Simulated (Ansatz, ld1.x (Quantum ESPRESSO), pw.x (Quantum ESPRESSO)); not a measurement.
technetium (fcc): variants of one PAW potential in the solid

Tc, PAW, made with ld1.x (Quantum ESPRESSO) 7.5 (PBE, scalar-relativistic). Core [Kr], reference 4d5 5s2 5p0. Waves: 5s (bound): rcut 1.90, rcutus 2.50 bohr; 5s channel at 1.05 Ry: rcut 1.90, rcutus 2.50 bohr; 5p (bound, empty): rcut 2.95, rcutus 3.50 bohr; 5p channel at 0.65 Ry: rcut 2.95, rcutus 3.50 bohr; 4d (bound): rcut 2.10, rcutus 2.55 bohr; 4d channel at 1.6 Ry: rcut 2.10, rcutus 2.55 bohr. Local part: all-electron potential smoothed inside 2.50 bohr (lloc = -1). Core correction: Bessel-smoothed model core, default radius (core density twice the valence density). Augmentation charge: PSQ, inside the norm-conserving radii.

Crystal test: fcc Tc in pw.x 7.5, no spin, 15³ k-points, Fermi–Dirac smearing 0.01 Ry, cutoffs set for each file from its atomic test. The reference is all-electron LAPW (Ansatz 0.2.0) with the same functional, mesh and smearing; V0 and B0 come from Birch–Murnaghan fits to the pressures at five volumes. Errors are pseudo minus all-electron; Δ is the rms difference of the E(V) curves that follow from these fits, minima aligned, over ±6 % about the mean V0. Mesh and smearing are coarse, so the numbers serve the comparison and aren't converged zero-temperature values; the lattice is a test structure that the element need not adopt.

All-electron: a0 = 3.873 Å (V0 = 14.52 Å³/atom), B0 = 295.3 GPa.

Base: The largest radius (3.50 bohr) exceeds half the bond length (2.59 bohr), so the spheres overlap, which is one possible source of error among others. This is a poor potential for the solid. The logarithmic derivative shows an extra or strongly shifted pseudo pole above the reference energy (s near 1.47 Ry).

A dash in a converged row means that the minimum lies outside the volumes sampled.

| change | cutoffs (Ry) | pw.x | a0 (Å) | a0 error (%) | B0 error (%) | Δ (meV/atom) | mean pressure error (GPa) |
| --- | --- | --- | --- | --- | --- | --- | --- |
| base | 40/320 | converged | 3.915 | +1.08 | -0.0 | 31.0 | +10.31 |
| all radii but the core radius scaled by about 1.15 (s 2.86, p 4.02, d 2.92 bohr, rcut 2.18/3.38/2.40); local potential all-electron potential smoothed inside 2.86 bohr (lloc = -1) | 40/320 | converged | – | – | – | – | +18.71 |
| waves 5p (bound): rcut 2.95, rcutus 4.72 bohr; 5p channel at 0.65 Ry: rcut 2.95, rcutus 4.72 bohr | 40/320 | converged | 3.903 | +0.78 | +8.9 | 23.7 | +7.97 |
| wave 5s channel at 1.05 Ry: rcut 1.90, rcutus 2.50 bohr becomes 5s channel at 0.35 Ry: rcut 1.90, rcutus 2.50 bohr | 40/320 | converged | 3.915 | +1.09 | -0.1 | 31.1 | +10.35 |
| local potential all-electron potential smoothed inside 2.65 bohr (lloc = -1) | 40/320 | converged | 3.917 | +1.15 | +0.2 | 33.1 | +11.06 |

Q: Give the row for: core correction Bessel-smoothed model core inside 1.86 bohr.

A: pw.x: converged; mean pressure error (GPa): +10.31; a0 (Å): 3.915; a0 error (%): +1.08; B0 error (%): -0.0; Δ (meV/atom): 31.0.
